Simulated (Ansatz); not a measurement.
**Mg3Te: what symmetry allows forces and stress to be**

```yaml
crystal:
  lattice:
    - [-2.24556, 2.24556, 5.56516]
    - [2.24894, -2.24894, 5.56790]
    - [2.20277, 2.20615, -5.56653]
  atoms:
    - { symbol: Mg, position: [0.50363, 0.50333, 0.00000] }
    - { symbol: Mg, position: [0.75910, 0.24557, 0.50922] }
    - { symbol: Mg, position: [0.24988, 0.73635, 0.49078] }
    - { symbol: Te, position: [0.98739, 0.01476, 0.00000] }
```

These are results of DFT PBEsol, scalar-relativistic, plane waves, PAW in Ansatz, not measurements.

Plane waves to 420 eV, a k mesh through Γ of 12×12×12 on the computed 4-atom cell and Gaussian smearing (0.10 eV); no spin polarisation.

This distorted cell has space group Cm, with 2 operations.

Question: Without a calculation: in which directions can each atom feel a force?

Answer: A force must be left unchanged by every operation that keeps its atom in place, so it lies in the space that those operations leave fixed. Atoms that the group maps onto each other feel forces of one size.
| atom | site symmetry | operations at the site | equivalent to atom | allowed force (Cartesian) |
| --- | --- | --- | --- | --- |
| Mg1 | m | 2 | 1 | in the plane normal to (0.71, 0.71, 0.00) |
| Mg2 | 1 | 1 | 2 | any direction |
| Mg3 | 1 | 1 | 2 | any direction |
| Te4 | m | 2 | 4 | in the plane normal to (0.71, 0.71, 0.00) |

That leaves 7 independent force components of 12, tied by 2 conditions that the forces sum to zero, so 5 remain. A relaxation in this cell that keeps the symmetry moves the atoms in these directions alone.

Question: And the stress tensor?

Answer: It must be invariant under the point group, which leaves 4 independent components: xx = yy. Further linear relations between components hold in this frame.

Question: Do the computed values obey this?

Answer: Yes. Forces (eV/Å):
```
Mg1  0.031 -0.031 -0.054
Mg2 -0.088 -0.062  0.039
Mg3  0.062  0.088  0.039
Te4 -0.006  0.006 -0.024
```

Stress (GPa, compression positive, xx yy zz yz xz xy): -4.76 -4.76 -3.77 -0.05 0.05 0.29. The program imposes the same operations on density, forces and stress, so this confirms the analysis and is no independent test of the calculation.